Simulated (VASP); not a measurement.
# CdTe in VASP: one cell, several levels of theory

Aim: gap, levels, forces and stress of zincblende CdTe, under -4.0 % equal strain in all directions at fixed geometry. Runs: PBE, r2SCAN. The results are then set beside those of Ansatz 0.2.0 for the same cell.

Program: VASP 6.6.1. PAW datasets, plane waves. Calculated at 0 K for a non-magnetic cell.

### 1 The structure to begin with

The cell comes from an earlier relaxation with r2SCAN in another program.

The symmetry is F-43m (No. 216, cubic); conventional cell a = 6.298 Å, 31.22 Å³ an atom. Around Cd lie 4 Te at 2.73 Å; around Te lie 4 Cd at 2.73 Å.

Structure file:

```
CELL_PARAMETERS angstrom
0.00000 3.14876 3.14876
3.14876 0.00000 3.14876
3.14876 3.14876 0.00000
ATOMIC_POSITIONS crystal
Cd 0.00000 0.00000 0.00000
Te 0.25000 0.25000 0.25000
```

### 2 PBE at this geometry

INCAR reads:

```
ENCUT = 520.000000
SIGMA = 0.020000
EDIFF = 1.00e-07
GGA = PE
PREC = Accurate
IBRION = -1
ISIF = 2
ISMEAR = -1
NBANDS = 16
NELM = 120
NSW = 0
LASPH = .TRUE.
LCHARG = .TRUE.
LELF = .TRUE.
LWAVE = .FALSE.
LREAL = .FALSE.
```

KPOINTS reads:

```
KPOINTS created by Atomic Simulation Environment
0
Gamma
6 6 6
0 0 0
```

KPOINTS_OPT reads:

```
special points
6
Reciprocal
0.0000000000 0.0000000000 0.0000000000 1
-0.5000000000 -0.5000000000 0.0000000000 1
-0.3750000000 -0.3750000000 0.2500000000 1
-0.3750000000 0.0000000000 0.3750000000 1
0.0000000000 0.0000000000 0.5000000000 1
-0.5000000000 -0.2500000000 0.2500000000 1
```

POSCAR reads:

```
Cd Te
 1.0000000000000000
     0.0000000000000000    3.1487569115000000    3.1487569115000000
     3.1487569115000000    0.0000000000000000    3.1487569115000000
     3.1487569115000000    3.1487569115000000    0.0000000000000000
 Cd  Te
   1   1
Cartesian
  0.0000000000000000  0.0000000000000000  0.0000000000000000
  1.5743784557500000  1.5743784557500000  1.5743784557500000
```

The run uses the recommended PBE PAW datasets (18 valence electrons a neutral cell).

Started as:

```
> mpirun -np 1 vasp_std
```

Standard output, without the iteration lines:

```text
POSCAR found type information on POSCAR CdTe
 POSCAR found :  2 types and       2 ions
 LDA part: xc-table for (Slater+PW92), standard interpolation
 POSCAR, INCAR and KPOINTS ok, starting setup
 FFT: planning ... GRIDC
 FFT: planning ... GRID_SOFT
 FFT: planning ... GRID
 WAVECAR not read
 entering main loop
 Start KPOINTS_OPT (optional k-point list driver)
k-point batch [1-6\6]
```

OSZICAR:

```text
N       E                     dE             d eps       ncg     rms          rms(c)
DAV:   1     0.103300313631E+03    0.10330E+03   -0.84564E+03   520   0.993E+02
DAV:   2    -0.129892490523E+01   -0.10460E+03   -0.98965E+02   608   0.241E+02
DAV:   3    -0.479182459402E+01   -0.34929E+01   -0.34874E+01   616   0.461E+01
DAV:   4    -0.482355089902E+01   -0.31726E-01   -0.31725E-01   768   0.382E+00
DAV:   5    -0.482373165031E+01   -0.18075E-03   -0.18075E-03   656   0.223E-01    0.676E+00
DAV:   6    -0.460979652693E+01    0.21394E+00   -0.36946E-01   616   0.791E+00    0.531E+00
DAV:   7    -0.459293146047E+01    0.16865E-01   -0.12153E-01   600   0.233E+00    0.188E+00
DAV:   8    -0.459366936863E+01   -0.73791E-03   -0.12994E-02   584   0.135E+00    0.522E-01
DAV:   9    -0.459393439192E+01   -0.26502E-03   -0.10177E-03   608   0.359E-01    0.136E-01
DAV:  10    -0.459399283435E+01   -0.58442E-04   -0.11836E-04   640   0.104E-01    0.563E-02
DAV:  11    -0.459402489692E+01   -0.32063E-04   -0.58636E-05   576   0.596E-02    0.234E-02
DAV:  12    -0.459402420429E+01    0.69264E-06   -0.27908E-06   624   0.188E-02    0.118E-02
DAV:  13    -0.459402497292E+01   -0.76863E-06   -0.44349E-06   616   0.128E-02    0.137E-02
DAV:  14    -0.459402490266E+01    0.70260E-07   -0.48792E-07   632   0.608E-03
   1 F= -.45940249E+01 E0= -.45940249E+01  d E =-.331839E-10
       N       E                     dE             ncg
DAV:   1     0.750025001972E+03   -0.24204E+04      192
DAV:   2     0.119167054380E+03   -0.63086E+03      224
DAV:   3     0.983934282002E+02   -0.20774E+02      240
DAV:   4     0.982147347303E+02   -0.17869E+00      296
DAV:   5     0.982143967225E+02   -0.33801E-03      256
DAV:   6     0.982143904373E+02   -0.62852E-05      264
DAV:   7     0.982143902470E+02   -0.19026E-06      232
DAV:   8     0.982143902376E+02   -0.94120E-08      232
```

The lines after F= are the extra pass for the points of KPOINTS_OPT, at fixed density; their E is not a total energy.

OUTCAR, selected sections:

```text
k-points           NKPTS =     16   k-points in BZ     NKDIM =     16   number of bands    NBANDS=     16

   NELECT =      18.0000    total number of electrons

   dimension x,y,z NGX =    36 NGY =   36 NGZ =   36
   dimension x,y,z NGXF=    72 NGYF=   72 NGZF=   72

  energy-cutoff  :      520.00
  volume of cell :       62.44
      direct lattice vectors                 reciprocal lattice vectors
     0.000000000  3.148756912  3.148756912    -0.158792823  0.158792823  0.158792823
     3.148756912  0.000000000  3.148756912     0.158792823 -0.158792823  0.158792823
     3.148756912  3.148756912  0.000000000     0.158792823  0.158792823 -0.158792823

 k-points in reciprocal lattice and weights: KPOINTS created by Atomic Simulation Env
   0.00000000  0.00000000  0.00000000       0.005
   0.16666667  0.00000000  0.00000000       0.037
   0.33333333  0.00000000  0.00000000       0.037
   0.50000000  0.00000000  0.00000000       0.019
   0.16666667  0.16666667  0.00000000       0.028
   0.33333333  0.16666667  0.00000000       0.111
   0.50000000  0.16666667  0.00000000       0.111
  -0.33333333  0.16666667  0.00000000       0.111
[... 8 more k-points ...]

 E-fermi :   3.5748

 k-point     1 :       0.0000    0.0000    0.0000
  band No.  band energies     occupation
      1      -8.5266      2.00000
      2      -5.4495      2.00000
      3      -5.4495      2.00000
      4      -5.4495      2.00000
      5      -5.1196      2.00000
      6      -5.1196      2.00000
      7       3.1815      2.00000
      8       3.1815      2.00000
      9       3.1815      2.00000
     10       4.2202      0.00000
     11       7.7060      0.00000
     12       7.7060      0.00000
     13       7.7060      0.00000
     14      10.7473      0.00000
     15      12.6840      0.00000
     16      12.6840      0.00000

 k-point     2 :       0.1667    0.0000    0.0000
  band No.  band energies     occupation
      1      -8.4058      2.00000
      2      -5.4257      2.00000
      3      -5.4257      2.00000
      4      -5.3587      2.00000
      5      -5.1215      2.00000
      6      -5.1215      2.00000
      7       1.3222      2.00000
      8       2.9083      2.00000
      9       2.9083      2.00000
     10       5.2470      0.00000
     11       7.9516      0.00000
     12       8.0859      0.00000
     13       8.0859      0.00000
     14      11.6875      0.00000
     15      11.6875      0.00000
     16      11.7017      0.00000

 k-point     3 :       0.3333    0.0000    0.0000
  band No.  band energies     occupation
      1      -8.1632      2.00000
      2      -5.3851      2.00000
      3      -5.3851      2.00000
      4      -5.1166      2.00000
      5      -5.1166      2.00000
      6      -5.0258      2.00000
      7      -0.7661      2.00000
      8       2.4606      2.00000
      9       2.4606      2.00000
     10       5.2081      0.00000
     11       8.3738      0.00000
     12       8.3738      0.00000
     13       9.6799      0.00000
     14      11.2709      0.00000
     15      12.1568      0.00000
     16      12.1568      0.00000

 k-point     4 :       0.5000    0.0000    0.0000
  band No.  band energies     occupation
      1      -8.0448      2.00000
      2      -5.3695      2.00000
      3      -5.3695      2.00000
      4      -5.1084      2.00000
      5      -5.1084      2.00000
      6      -4.6915      2.00000
      7      -1.7704      2.00000
      8       2.2682      2.00000
      9       2.2682      2.00000
     10       5.0791      0.00000
     11       8.3175      0.00000
     12       8.3175      0.00000
     13      10.2788      0.00000
     14      12.1871      0.00000
     15      13.6896      0.00000
     16      13.6896      0.00000

 k-point     5 :       0.1667    0.1667    0.0000
  band No.  band energies     occupation
      1      -8.3659      2.00000
      2      -5.4018      2.00000
      3      -5.4018      2.00000
      4      -5.3641      2.00000
      5      -5.1310      2.00000
      6      -5.1101      2.00000
      7       1.3725      2.00000
      8       2.4572      2.00000
      9       2.4572      2.00000
     10       5.9724      0.00000
     11       6.7611      0.00000
     12       8.7855      0.00000
     13       8.7855      0.00000
     14      10.3191      0.00000
     15      12.6118      0.00000
     16      12.9226      0.00000

 k-point     6 :       0.3333    0.1667    0.0000
  band No.  band energies     occupation
      1      -8.1651      2.00000
      2      -5.3712      2.00000
      3      -5.3553      2.00000
      4      -5.1987      2.00000
      5      -5.1029      2.00000
      6      -5.0480      2.00000
      7      -0.2095      2.00000
      8       1.8708      2.00000
      9       1.9828      2.00000
     10       6.1961      0.00000
     11       7.2400      0.00000
     12       8.8891      0.00000
     13       9.3870      0.00000
     14      11.2824      0.00000
     15      13.0727      0.00000
     16      13.0778      0.00000

 k-point     7 :       0.5000    0.1667    0.0000
  band No.  band energies     occupation
      1      -8.0090      2.00000
      2      -5.3528      2.00000
      3      -5.3357      2.00000
      4      -5.1430      2.00000
      5      -5.1049      2.00000
      6      -4.6669      2.00000
      7      -1.5075      2.00000
      8       1.2803      2.00000
      9       1.8908      2.00000
     10       6.0757      0.00000
     11       7.8486      0.00000
     12       9.1485      0.00000
     13       9.9382      0.00000
     14      12.1672      0.00000
     15      13.4407      0.00000
     16      13.7861      0.00000

 k-point     8 :      -0.3333    0.1667    0.0000
  band No.  band energies     occupation
      1      -8.0473      2.00000
      2      -5.3538      2.00000
      3      -5.3533      2.00000
      4      -5.1252      2.00000
      5      -5.1251      2.00000
      6      -4.7816      2.00000
      7      -1.1852      2.00000
      8       1.1157      2.00000
      9       2.2395      2.00000
     10       6.1684      0.00000
     11       8.0772      0.00000
     12       8.8169      0.00000
     13       9.7778      0.00000
     14      11.7331      0.00000
     15      12.5150      0.00000
     16      13.7586      0.00000

[... the tables of k-points 9 to 16 left out ...]

  Total        2.9962532      2.9962532      2.9962532      0.0000000      0.0000000      0.0000000
  in kB       76.8850133     76.8850133     76.8850133      0.0000000      0.0000000      0.0000000
  external PRESSURE =      76.8850133 kB  Pullay stress =       0.0000000 kB

 POSITION                                       TOTAL-FORCE (eV/Angst)
 -----------------------------------------------------------------------------------
      0.00000      0.00000      0.00000        -0.000000     -0.000000     -0.000000
      1.57438      1.57438      1.57438         0.000000      0.000000      0.000000
 -----------------------------------------------------------------------------------
    total drift:                               -0.000000     -0.000000     -0.000000

  FREE ENERGIE OF THE ION-ELECTRON SYSTEM (eV)
  ---------------------------------------------------
  free  energy   TOTEN  =        -4.5940249027 eV

  energy  without entropy=       -4.5940249026  energy(sigma->0) =       -4.59402490
```

Hardware: 1 MPI rank of Intel Xeon Platinum 8488C, shared host.

The levels at the points of KPOINTS_OPT are read from vasprun.xml.

Levels at the named points, in eV from the top of band v (v: the last filled band by count, c: the next):

```csv
point,v−1,v,c,c+1
Γ,0.00,0.00,1.04,4.52
X,-2.18,-2.18,2.40,2.62
U,-2.97,-1.81,2.81,4.63
K,-2.97,-1.81,2.81,4.63
L,-0.91,-0.91,1.90,5.14
W,-2.69,-2.59,4.55,4.65
```

PBE gives a direct gap of 1.04 eV at Γ. The pressure is 7.69 GPa; the forces vanish within 0.01 eV/Å.

The maps below are laid out on this run's own conventional cell (a, b, c = 6.298, 6.298, 6.298 Å).

Density in a lattice plane of the grid's cell (edges 6.30 and 6.30 Å, at 0.000 of the third edge), which holds Cd.

Ten even steps from ' ' (0.01 e/Å³) to '@' (9.88 e/Å³):
```
##++--..                                  ..--++
::::..                                      ..::
                                                
                                                
                                                
                                                
                                                
                    ..::::::..                  
                  ..--++##++--..                
                  ..==##@@##==..                
                  ..--++##++--..                
                    ..::::::..                  
                                                
                                                
                                                
                                                
                                                
::::..                                      ..::
##++--..                                  ..--++
@@##==..                                  ..==##
```
Columns run along the first of these edges and rows up along the second, over one cell in 24 and 20 even steps from the bottom left corner. Atoms in the plane (fractional): Cd at (0.00, 0.00), Cd at (0.50, 0.50).

ELF in the same plane.

Ten even steps from ' ' (0.00) to '@' (0.57):
```
    ::==----::::..              ..::::----==::  
::--====--======--..          ..--======--====--
====----==**##**++--..      ..--++**##**==----==
------==**%%@@%%##++--......--++##%%@@%%**==----
::::--++%%@@@@@@%%++--::::::--++%%@@@@@@%%++--::
....--++##%%@@%%**==----------==**%%@@%%##++--..
    ..--++**##**==----======----==**##**++--..  
      ..--======--====--::--====--======--..    
        ..::::----==::      ::==----::::..      
          ..::--====..  ..  ..====--::..        
        ..::::----==::      ::==----::::..      
      ..--======--====--::--====--======--..    
    ..--++**##**==----======----==**##**++--..  
....--++##%%@@%%**==----------==**%%@@%%##++--..
::::--++%%@@@@@@%%++--::::::--++%%@@@@@@%%++--::
------==**%%@@%%##++--......--++##%%@@%%**==----
====----==**##**++--..      ..--++**##**==----==
::--====--======--..          ..--======--====--
    ::==----::::..              ..::::----==::  
..  ..====--::..                  ..::--====..  
```
Columns run along the first of these edges and rows up along the second, over one cell in 24 and 20 even steps from the bottom left corner. Atoms in the plane (fractional): Cd at (0.00, 0.00), Cd at (0.50, 0.50).

Both are smooth fields of the valence electrons: close to the nuclei they are not physical.

The highest ELF values outside the cores: 0.87 in the shell around Te, 0.9 Å from Te.

[end of part 1 of 2]
